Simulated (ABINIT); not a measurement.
# How the form of the self-energy moves the gap of SiC (P6_3mc), part 2 of 2

How much does the gap of SiC (P6_3mc) depend on the approximation to the self-energy?

ABINIT 10.8.3; PBE and many-body steps on it, plane waves. Known limits of the many-body steps: not at the basis limit.

So far. Step 5 (G0W0, Hybertsen-Louie plasmon pole): Against G0W0 in ABINIT (6×6×4 mesh, 180 bands, screening to 228.6 eV, Godby-Needs plasmon pole), the gap moves by +0.133 eV. Step 6 (G0W0, von der Linden-Horsch plasmon pole): Against G0W0 in ABINIT (6×6×4 mesh, 180 bands, screening to 228.6 eV, Godby-Needs plasmon pole), the gap moves by −0.039 eV.

## Step 7: G0W0, Engel-Farid plasmon pole

Level of this step: G0W0 on PBE, plane waves, norm-conserving pseudopotentials (ABINIT).

run.abi reads:

```
acell 3*1.0 Angstrom
rprim 
  3.073513928196 0.000000000001 0.000000000000
  -1.536756964099 2.661741140703 0.000000000000
  0.000000000000 0.000000000000 5.045247710000
ntypat 2
znucl 14 6
natom 4
typat 1 1 2 2
xred 
  0.333333333333 0.666666666667 0.499602400000
  0.666666666667 0.333333333333 0.999602400000
  0.333333333333 0.666666666667 0.875397600000
  0.666666666667 0.333333333333 0.375397600000
pp_dirpath "pseudos"
pseudos "Si.upf, C.upf"
ecut 37
ngkpt 6 6 4
nshiftk 1
shiftk 0 0 0
kptopt 1
chksymbreak 0
istwfk *1
occopt 1
irdwfk 1
optdriver 4
nband 180
gwcalctyp 0
ecutsigx 37
symsigma 1
nkptgw 3
kptgw 
  0.0000000000 0.0000000000 0.0000000000
  0.3333333333 0.3333333333 0.0000000000
  0.5000000000 0.0000000000 0.0000000000
bdgw 
  7 10
  6 10
  7 10
ecuteps 8.4
irdscr 1
ppmodel 4
indata_prefix "in"
outdata_prefix "out"
tmpdata_prefix "tmp"
```

Command:

```sh
OMP_NUM_THREADS=1 mpirun -n 4 abinit run.abi > log
```

Output:

```text
.Version 10.8.3 of ABINIT. v10.8.2 released Aug 2026.

 Symmetries : space group P6_3 m c (#186); Bravais hP (primitive hexag.)
[... echo of the input left out ...]
== DATASET  1 ==================================================================
-   mpi_nproc: 4, omp_nthreads: 1 (-1 if OMP is not activated)

--- !DatasetInfo
iteration_state: {dtset: 1, }
dimensions: {natom: 4, nkpt: 21, mband: 180, nsppol: 1, nspinor: 1, nspden: 1, mpw: 3015, }
cutoff_energies: {ecut:  37.0, pawecutdg:  -1.0, }
[...]
Band     E0 <VxcDFT>   SigX SigC(E0)      Z dSigC/dE  Sig(E)    E-E0       E
[...]
9   9.798 -10.579  -6.048  -4.493   0.832  -0.202 -10.547   0.032   9.830
       10  11.240 -11.760  -6.959  -4.603   0.822  -0.217 -11.597   0.162  11.402

== END DATASET(S) ==============================================================
================================================================================

 -outvars: echo values of variables after computation  --------
           etotal      0.0000000000E+00
            nband         180
             nkpt          21
          spgroup         186
 [... the other variables as echoed above ...]

 Calculation completed.
```

Run time: 28 s. Hardware: 4 MPI ranks of Arm Neoverse V1, shared host; peak memory 2.1 GiB; 1.9 min of CPU time.

Numbers from this step:

| Property | Result |
| --- | --- |
| G0W0 gap on the points computed | 3.117 eV |
| starting gap on the mesh | 2.275 eV |
| k of the valence top | 0, 0, 0 |
| k of the conduction bottom | 0.3333, 0.3333, 0 |
| least direct G0W0 gap on the computed points | 5.023 eV |

Against G0W0 in ABINIT (6×6×4 mesh, 180 bands, screening to 228.6 eV, Godby-Needs plasmon pole), the gap moves by +0.136 eV.

## Step 8: One-shot Hartree-Fock

This step: one-shot Hartree-Fock on PBE, plane waves, norm-conserving pseudopotentials.

Changes to run.abi since step 7:

```diff
@@ -26,4 +26,4 @@
 optdriver 4
-nband 180
-gwcalctyp 0
+nband 12
+gwcalctyp 5
 ecutsigx 37
@@ -39,5 +39,4 @@
   7 10
-ecuteps 8.4
-irdscr 1
-ppmodel 4
+ixc_sigma 40
+fftgw 31
 indata_prefix "in"
```

Output:

```text
.Version 10.8.3 of ABINIT. v10.8.2 released Aug 2026.

 Symmetries : space group P6_3 m c (#186); Bravais hP (primitive hexag.)
[... echo of the input left out ...]
== DATASET  1 ==================================================================
-   mpi_nproc: 4, omp_nthreads: 1 (-1 if OMP is not activated)

--- !DatasetInfo
iteration_state: {dtset: 1, }
dimensions: {natom: 4, nkpt: 21, mband: 12, nsppol: 1, nspinor: 1, nspden: 1, mpw: 3015, }
cutoff_energies: {ecut:  37.0, pawecutdg:  -1.0, }
[...]
Band     E0 <VxcDFT>   SigX SigC(E0)      Z dSigC/dE  Sig(E)    E-E0       E
[...]
9   9.798 -10.579  -6.048   0.000   1.000   0.000  -6.048   4.531  14.329
       10  11.240 -11.760  -6.959   0.000   1.000   0.000  -6.959   4.801  16.040

== END DATASET(S) ==============================================================
================================================================================

 -outvars: echo values of variables after computation  --------
           etotal      0.0000000000E+00
            nband          12
             nkpt          21
          spgroup         186
 [... the other variables as echoed above ...]

 Calculation completed.
```

Elapsed: 2.8 s, on 4 MPI ranks; peak memory 0.14 GiB.

This step gave:

```yaml
quasiparticle_gap_on_the_points_computed: 9.127 eV
starting_gap_on_the_mesh: 2.275 eV
k_of_the_valence_top: 0, 0, 0
k_of_the_conduction_bottom: 0.3333, 0.3333, 0
least_direct_quasiparticle_gap_on_the_computed_points: 11.60 eV
```

Against G0W0 in ABINIT (6×6×4 mesh, 180 bands, screening to 228.6 eV, Godby-Needs plasmon pole), the gap moves by +6.146 eV.

## Step 9: Screening, 6×6×4 mesh, 180 bands, screening to 228.6 eV

This step: RPA screening on PBE, plane waves, norm-conserving pseudopotentials.

Changes to run.abi since step 8:

```diff
@@ -25,18 +25,14 @@
 irdwfk 1
-optdriver 4
-nband 12
-gwcalctyp 5
-ecutsigx 37
-symsigma 1
-nkptgw 3
-kptgw 
-  0.0000000000 0.0000000000 0.0000000000
-  0.3333333333 0.3333333333 0.0000000000
-  0.5000000000 0.0000000000 0.0000000000
-bdgw 
-  7 10
-  6 10
-  7 10
-ixc_sigma 40
-fftgw 31
+optdriver 3
+nband 180
+ecuteps 8.4
+inclvkb 2
+awtr 1
+symchi 1
+gwcalctyp 2
+nfreqre 16
+freqremax 40 eV
+nfreqim 8
+spmeth 1
+nomegasf 120
 indata_prefix "in"
```

Output:

```text
.Version 10.8.3 of ABINIT. v10.8.2 released Aug 2026.

 Symmetries : space group P6_3 m c (#186); Bravais hP (primitive hexag.)
[... echo of the input left out ...]
== DATASET  1 ==================================================================
-   mpi_nproc: 4, omp_nthreads: 1 (-1 if OMP is not activated)

--- !DatasetInfo
iteration_state: {dtset: 1, }
dimensions: {natom: 4, nkpt: 21, mband: 180, nsppol: 1, nspinor: 1, nspden: 1, mpw: 3015, }
cutoff_energies: {ecut:  37.0, pawecutdg:  -1.0, }
electrons: {nelect:   1.60000000E+01, charge:   0.00000000E+00, occopt:   1.00000000E+00, tsmear:   1.00000000E-02, }

 SCREENING: Calculation of the susceptibility and dielectric matrices

 Based on a program developped by R.W. Godby, V. Olevano, G. Onida, and L. Reining.
 Incorporated in ABINIT by V. Olevano, G.-M. Rignanese, and M. Torrent.
.Using double precision arithmetic ; gwpc =  8

[... cell and pseudopotentials left out ...]
--------------------------------------------------------------------------------

 ==== K-mesh for the wavefunctions ====
 Number of points in the irreducible wedge :    21
[... list of points left out ...]
 Together with 12 symmetry operations and time-reversal symmetry
 yields   144 points in the full Brillouin Zone.

 ==== Q-mesh for the screening function ====
 Number of points in the irreducible wedge :    21
[... list of points left out ...]
 Together with 12 symmetry operations and time-reversal symmetry
 yields   144 points in the full Brillouin Zone.

 setmesh: FFT mesh size selected  =    24x   24x   40
          total number of points  =        23040

 vcoul_init : cutoff-mode = AUXILIARY_FUNCTION
 q-points for optical limit:   1
     1)      0.000010    0.000020    0.000030

- screening: taking advantage of time-reversal symmetry
- Maximum band index for partially occupied states nbvw = 8
- Remaining bands to be divided among processors   nbcw = 172
- Number of bands treated by each node ~43

 Number of electrons calculated from density =   16.0000; Expected =   16.0000
 average of density, n =  0.057443
 r_s =    1.6078
 omega_plasma =   23.1193 [eV]

 calculating chi0 at frequencies [eV] :
  1    0.000000E+00    0.000000E+00
  2    2.666667E+00    0.000000E+00
  3    5.333333E+00    0.000000E+00
[...]
23    0.000000E+00    5.888095E+01
 24    0.000000E+00    8.290502E+01

--------------------------------------------------------------------------------
  q-point number  1        q = ( 0.000000, 0.000000, 0.000000) [r.l.u.]
--------------------------------------------------------------------------------
[... chi0 elements left out ...]
  [... further frequencies ...]

 No. of calculated frequencies >  15, stop printing
 For q-point:  0.000010 0.000020 0.000030
  dielectric constant =   6.9212
  dielectric constant without local fields =   7.5852

  Average fulfillment of the sum rule on Im[epsilon] for q-point    1 :     91.91  [%]
[... wings left out ...]
  q-point number  2        q = ( 0.166667, 0.000000, 0.000000) [r.l.u.]
--------------------------------------------------------------------------------
[... chi0 elements left out ...]
  [... further frequencies ...]

 No. of calculated frequencies >  15, stop printing
  Average fulfillment of the sum rule on Im[epsilon] for q-point    2 :     95.04  [%]

 [... 19 further q-points ...]
```

Run time: 10 min. Hardware: 4 MPI ranks; peak memory 2.5 GiB; 41 min of CPU time.

This step gave:

```yaml
eps_infinity_with_local_fields_on_this_mesh_along_the_program_s_q_direction: 6.921
the_same_without_local_fields: 7.585
plasma_frequency: 23.12 eV
plane_waves_in_the_screening_matrix: 313
```

## Step 10: G0W0, contour deformation

This step: G0W0 on PBE, plane waves, norm-conserving pseudopotentials.

Changes to run.abi since step 9:

```diff
@@ -25,14 +25,18 @@
 irdwfk 1
-optdriver 3
+optdriver 4
 nband 180
+gwcalctyp 2
+ecutsigx 37
+symsigma 1
+nkptgw 3
+kptgw 
+  0.0000000000 0.0000000000 0.0000000000
+  0.3333333333 0.3333333333 0.0000000000
+  0.5000000000 0.0000000000 0.0000000000
+bdgw 
+  7 10
+  6 10
+  7 10
 ecuteps 8.4
-inclvkb 2
-awtr 1
-symchi 1
-gwcalctyp 2
-nfreqre 16
-freqremax 40 eV
-nfreqim 8
-spmeth 1
-nomegasf 120
+irdscr 1
 indata_prefix "in"
```

Output:

```text
.Version 10.8.3 of ABINIT. v10.8.2 released Aug 2026.

 Symmetries : space group P6_3 m c (#186); Bravais hP (primitive hexag.)
[... echo of the input left out ...]
== DATASET  1 ==================================================================
-   mpi_nproc: 4, omp_nthreads: 1 (-1 if OMP is not activated)

--- !DatasetInfo
iteration_state: {dtset: 1, }
dimensions: {natom: 4, nkpt: 21, mband: 180, nsppol: 1, nspinor: 1, nspden: 1, mpw: 3015, }
cutoff_energies: {ecut:  37.0, pawecutdg:  -1.0, }
[...]
Band     E0 <VxcDFT>   SigX SigC(E0)      Z dSigC/dE  Sig(E)    E-E0       E
[...]
10  11.240 -11.760  -6.959  -4.373   0.802  -0.247 -11.417   0.343  11.583
       10   0.000   0.000   0.000  -0.000   0.000   0.000  -0.000  -0.000  -0.000

== END DATASET(S) ==============================================================
================================================================================

 -outvars: echo values of variables after computation  --------
           etotal      0.0000000000E+00
            nband         180
             nkpt          21
          spgroup         186
 [... the other variables as echoed above ...]

 Calculation completed.
```

The job ended after 46 s (4 MPI ranks; peak memory 3.3 GiB; 3.1 min of CPU time).

This step gave:

* G0W0 gap on the points computed: 3.045 eV
* starting gap on the mesh: 2.275 eV
* k of the valence top: 0, 0, 0
* k of the conduction bottom: 0.3333, 0.3333, 0
* least direct G0W0 gap on the computed points: 4.949 eV

Against G0W0 in ABINIT (6×6×4 mesh, 180 bands, screening to 228.6 eV, Godby-Needs plasmon pole), the gap moves by +0.064 eV.

## Step 11: Screening, 6×6×4 mesh, 180 bands, screening to 228.6 eV

This step: RPA screening on PBE, plane waves, norm-conserving pseudopotentials.

Changes to run.abi since step 10:

```diff
@@ -25,18 +25,11 @@
 irdwfk 1
-optdriver 4
+optdriver 3
 nband 180
-gwcalctyp 2
-ecutsigx 37
-symsigma 1
-nkptgw 3
-kptgw 
-  0.0000000000 0.0000000000 0.0000000000
-  0.3333333333 0.3333333333 0.0000000000
-  0.5000000000 0.0000000000 0.0000000000
-bdgw 
-  7 10
-  6 10
-  7 10
 ecuteps 8.4
-irdscr 1
+inclvkb 2
+awtr 1
+symchi 1
+gwcalctyp 1
+nfreqre 0
+nfreqim 16
 indata_prefix "in"
```

Output:

```text
.Version 10.8.3 of ABINIT. v10.8.2 released Aug 2026.

 Symmetries : space group P6_3 m c (#186); Bravais hP (primitive hexag.)
[... echo of the input left out ...]
== DATASET  1 ==================================================================
-   mpi_nproc: 4, omp_nthreads: 1 (-1 if OMP is not activated)

--- !DatasetInfo
iteration_state: {dtset: 1, }
dimensions: {natom: 4, nkpt: 21, mband: 180, nsppol: 1, nspinor: 1, nspden: 1, mpw: 3015, }
cutoff_energies: {ecut:  37.0, pawecutdg:  -1.0, }
[...]
No. of calculated frequencies >  15, stop printing
 For q-point:  0.000010 0.000020 0.000030
  dielectric constant =   6.8547
  dielectric constant without local fields =   7.5085

  Average fulfillment of the sum rule on Im[epsilon] for q-point    1 :     91.91  [%]
[... wings left out ...]
  q-point number  2        q = ( 0.166667, 0.000000, 0.000000) [r.l.u.]
--------------------------------------------------------------------------------
[... chi0 elements left out ...]
  [... further frequencies ...]

 No. of calculated frequencies >  15, stop printing
  Average fulfillment of the sum rule on Im[epsilon] for q-point    2 :     95.04  [%]

 [... 19 further q-points ...]
```

It took 21 min on 4 MPI ranks; peak memory 2.2 GiB; 82 min of CPU time.

This step gave:

```
ε∞ with local fields, on this mesh, along the program's q direction : 6.855
the same without local fields                                       : 7.508
plasma frequency                                                    : 23.12 eV
plane waves in the screening matrix                                 : 313
```

## Step 12: G0W0, analytic continuation

This step: G0W0 on PBE, plane waves, norm-conserving pseudopotentials.

Changes to run.abi since step 11:

```diff
@@ -25,11 +25,20 @@
 irdwfk 1
-optdriver 3
+optdriver 4
 nband 180
+gwcalctyp 1
+ecutsigx 37
+symsigma 1
+nkptgw 3
+kptgw 
+  0.0000000000 0.0000000000 0.0000000000
+  0.3333333333 0.3333333333 0.0000000000
+  0.5000000000 0.0000000000 0.0000000000
+bdgw 
+  7 10
+  6 10
+  7 10
 ecuteps 8.4
-inclvkb 2
-awtr 1
-symchi 1
-gwcalctyp 1
-nfreqre 0
-nfreqim 16
+irdscr 1
+nomegasi 12
+omegasimax 25 eV
 indata_prefix "in"
```

Output:

```text
.Version 10.8.3 of ABINIT. v10.8.2 released Aug 2026.

 Symmetries : space group P6_3 m c (#186); Bravais hP (primitive hexag.)
[... echo of the input left out ...]
== DATASET  1 ==================================================================
-   mpi_nproc: 4, omp_nthreads: 1 (-1 if OMP is not activated)

--- !DatasetInfo
iteration_state: {dtset: 1, }
dimensions: {natom: 4, nkpt: 21, mband: 180, nsppol: 1, nspinor: 1, nspden: 1, mpw: 3015, }
cutoff_energies: {ecut:  37.0, pawecutdg:  -1.0, }
[...]
Band     E0 <VxcDFT>   SigX SigC(E0)      Z dSigC/dE  Sig(E)    E-E0       E
[...]
10   3.090 -11.760  -6.959  -4.430   0.803  -0.245 -11.463   0.297   3.387
       10   0.000   0.000   0.000  -0.026  -0.015  -0.023  -0.026  -0.026  -0.026

== END DATASET(S) ==============================================================
================================================================================

 -outvars: echo values of variables after computation  --------
           etotal      0.0000000000E+00
            nband         180
             nkpt          21
          spgroup         186
 [... the other variables as echoed above ...]

 Calculation completed.
```

Run time: 70 s. Hardware: 4 MPI ranks; peak memory 2.9 GiB.

This step gave:

| Item | Value |
| --- | --- |
| G0W0 gap on the points computed | 3.058 eV |
| starting gap on the mesh | 2.275 eV |
| k of the valence top | 0, 0, 0 |
| k of the conduction bottom | 0.3333, 0.3333, 0 |
| least direct G0W0 gap on the computed points | 4.992 eV |

Against G0W0 in ABINIT (6×6×4 mesh, 180 bands, screening to 228.6 eV, Godby-Needs plasmon pole), the gap moves by +0.077 eV.

## Step 13: Side by side

Times are wall times on 4 MPI ranks of Arm Neoverse V1, shared host, good to a factor of about two. A run's time includes the screening step that it read.

| run | mesh | bands | screening cutoff (eV) | DFT gap (eV) | gap on the mesh (eV) | direct (eV) | ε∞ used | time |
| --- | --- | --- | --- | --- | --- | --- | --- | --- |
| G0W0, Godby-Needs plasmon pole | 6×6×4 | 180 | 228.6 | 2.275 | 2.981 | 4.902 | 6.85 | 6.4 min |
| G0W0, Hybertsen-Louie plasmon pole | 6×6×4 | 180 | 228.6 | 2.275 | 3.114 | 5.032 | 6.85 | 6.4 min |
| G0W0, von der Linden-Horsch plasmon pole | 6×6×4 | 180 | 228.6 | 2.275 | 2.942 | 4.894 | 6.85 | 5.5 min |
| G0W0, Engel-Farid plasmon pole | 6×6×4 | 180 | 228.6 | 2.275 | 3.117 | 5.023 | 6.85 | 5.5 min |
| one-shot Hartree-Fock | 6×6×4 | - | - | 2.275 | 9.127 | 11.596 | - | 2.8 s |
| G0W0, contour deformation | 6×6×4 | 180 | 228.6 | 2.275 | 3.045 | 4.949 | 6.92 | 11 min |
| G0W0, analytic continuation | 6×6×4 | 180 | 228.6 | 2.275 | 3.058 | 4.992 | 6.85 | 22 min |

## Step 14: What came out

* G0W0, Godby-Needs plasmon pole: 2.981 eV
* G0W0, Hybertsen-Louie plasmon pole: 3.114 eV
* G0W0, von der Linden-Horsch plasmon pole: 2.942 eV
* G0W0, Engel-Farid plasmon pole: 3.117 eV
* one-shot Hartree-Fock: 9.127 eV
* G0W0, contour deformation: 3.045 eV
* G0W0, analytic continuation: 3.058 eV
* known limits: not at the basis limit

What this shows: G0W0, Hybertsen-Louie plasmon pole: +0.133 eV against G0W0, Godby-Needs plasmon pole. G0W0, von der Linden-Horsch plasmon pole: −0.039 eV against G0W0, Godby-Needs plasmon pole. G0W0, Engel-Farid plasmon pole: +0.136 eV against G0W0, Godby-Needs plasmon pole. One-shot Hartree-Fock: +6.146 eV against G0W0, Godby-Needs plasmon pole. G0W0, contour deformation: +0.064 eV against G0W0, Godby-Needs plasmon pole. G0W0, analytic continuation: +0.077 eV against G0W0, Godby-Needs plasmon pole. Bare exchange alone opens the gap to 9.13 eV; against G0W0, correlation takes back 6.15 eV. Against experiment, by G0W0, Godby-Needs plasmon pole: the gap of 2.98 eV lies −0.35 eV from the measured 3.33 eV (kind not stated, quoted 2020). These are gaps on the mesh, at modest bands and cutoff. The calculation has static nuclei and no excitons; a measured gap holds zero-point and thermal motion, which mostly lowers it. Bands and cutoff are finite, so the gap is not at the basis limit. The miss can reach some tenths of an eV and take either sign; the mesh is an error of its own. In the G0W0 runs levels were corrected at 3 k points alone, so a gap called «on the mesh» is the least over those, and an edge elsewhere would be missed.

[Paths, hosts, dates, memory and timing lines, banners, echoed tables and standing remarks are left out of the program output.]

[Logs are printed without paths, hosts, clocks, repeated set-up lines and the standing remarks that a program may print on its own settings, such as how far it seeks lower states.]

[Runs of the session that timed out or met a known fault of the program may be left out.]

[Hosts, paths, dates, database ids (printed as entryN), source tags and the programs' standing remarks are cut or masked in the printed files.]

[G0W0 gaps are taken among the corrected bands and points alone; a level outside them can change the order at an edge.]

[Where Ansatz stands beside ABINIT at settings called matched, ABINIT's density can come from a denser mesh and the files from another edition; pairs whose starting gaps differed by over 0.03 eV were left out, so agreement reads better than it is.]
